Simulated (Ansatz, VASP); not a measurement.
## Two plane-wave programs on Ni

File INCAR:

```
PREC = Accurate
ENCUT = 520
EDIFF = 1E-8
ISMEAR = -1
SIGMA = 0.05
LREAL = False
LASPH = True
NELM = 150
ALGO = Normal
ISIF = 2
LWAVE = False
LCHARG = False
ISPIN = 2
MAGMOM = 1.5
LORBIT = 11
LMAXMIX = 4
GGA = PE
LEFG = True
NBANDS = 15
```

File KPOINTS:

```
regular mesh
0
Gamma
  20 20 20
```

Contents of POSCAR:

```
Ni
1.0
    0.0000000000      1.7530925749      1.7530925749
    1.7530925749      0.0000000000      1.7530925749
    1.7530925749      1.7530925749      0.0000000000
Ni
1
Direct
    0.0000000000      0.0000000000      0.0000000000
```

Input for Ansatz:

```yaml
crystal:
  lattice:
    - [0.0, 1.7530925749, 1.7530925749]
    - [1.7530925749, 0.0, 1.7530925749]
    - [1.7530925749, 1.7530925749, 0.0]
  atoms:
    - { symbol: Ni, position: [0.0, 0.0, 0.0], spin: 1.5 }
magnetization:
  spin_polarized: true
kpoints:
  mp_grid: { grid: [20, 20, 20] }
scf:
  occupations: { method: fermi_dirac, width: 0.05 }
hamiltonian:
  xc: pbe
  pseudopotentials: { kind: paw }
output:
  forces: true
  stress: true
  eigenvalues: true
  efg: { contact_densities: true }
  write_density: true
  write_potential: true
  elf: true
  volumetric_format: npy
```

Change from the starting cell: volume scaled by 0.975, PAW files.

Alike in both runs: task electric field gradients; functional PBE; k mesh 20 × 20 × 20; occupations fermi-dirac, width 0.05 eV; collinear spin.

|  | VASP | Ansatz |
| --- | --- | --- |
| version | VASP 6.6.1 | Ansatz 0.2.0 |
| potentials or method | VASP PAW PBE potentials, release 64 (Ni) | PAW with Ansatz's default frozen-core files, scalar-relativistic |
| plane-wave cutoff (eV) | 520 | 420 |
| valence electrons in the cell | 10 | 18 |

```tsv
	VASP	Ansatz	Ansatz less VASP
pressure (GPa)	2.1	2.2	+0.09
net moment per atom (μB)	0.63	0.64	+0.010
size of the moment on the site where the two differ most (μB)	0.64	0.67	+0.038
Vzz of the field gradient on the site that differs most (V/Å²)	0.0	0.0	0.00
```

Site moments also hang on the region over which each program counts them. The two sets of potentials don't hold the same shells in valence.
